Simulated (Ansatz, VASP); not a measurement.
## MgB2: VASP beside Ansatz

```
Mg B
1.0
     3.08500    0.00000    0.00000
    -1.54250    2.67169    0.00000
     0.00000    0.00000    3.52300
Mg B
1 2
Direct
  0.00000 0.00000 0.00000
  0.33333 0.66667 0.50000
  0.66667 0.33333 0.50000
```

Alike in both runs: task single point; functional PBE; k mesh 15 × 15 × 12; occupations fermi-dirac, width 0.05 eV; no spin polarisation.

|  | VASP | Ansatz |
| --- | --- | --- |
| version | VASP 6.6.1 | Ansatz 0.2.0 |
| potentials or method | VASP PAW PBE potentials, release 64 (Mg, B), cutoff 520 eV | all-electron LAPW, scalar-relativistic |

|  | VASP | Ansatz | Ansatz less VASP |
| --- | --- | --- | --- |
| gap on the k mesh at the Fermi level (eV) | none | none | - |
| pressure (GPa) | -1.3 | -1.1 | +0.21 |
| largest component of the traceless stress (GPa) | 1.16 | 1.30 | +0.139 |

A gap of «none» marks a metal or a gap that the smearing closes. Ansatz ran all-electron here, so the differences hold the error of VASP's frozen core and of both bases.
